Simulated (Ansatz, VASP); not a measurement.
# One calculation of Al, two programs

```
CELL_PARAMETERS angstrom
2.83628 0.00000 0.00000
-1.41814 2.45629 0.00000
0.00000 0.00000 9.32215
ATOMIC_POSITIONS crystal
Al 0.00000 0.00000 0.00000
Al 0.33333 0.66667 0.25000
Al 0.00000 0.00000 0.50000
Al 0.66667 0.33333 0.75000
```

This isn't the form of Al at room conditions, which is fcc.

Alike in both runs: functional PBEsol; k mesh 18 × 18 × 6; occupations gaussian, width 0.1 eV; no spin polarisation.

Ansatz relaxed the structure, and its values are those at the end. VASP's run is a single point on that final structure, the one shown.

|  | VASP | Ansatz |
| --- | --- | --- |
| version | VASP 6.6.1 | Ansatz 0.2.0 |
| potentials or method | VASP PAW PBE potentials, release 64 (Al) | scalar-relativistic, plane waves, PAW |
| plane-wave cutoff (eV) | 520 | 420 |
| valence electrons in the cell | 12 | 12 |

|  | VASP | Ansatz | Ansatz less VASP |
| --- | --- | --- | --- |
| gap on the k mesh at the Fermi level (eV) | none | none | - |
| pressure (GPa) | 0.1 | 0.0 | -0.06 |

A gap of «none» marks a metal or a gap that the smearing closes.

Caveats: the PAW data sets were made with another functional, which shifts forces and pressure a little (VASP).
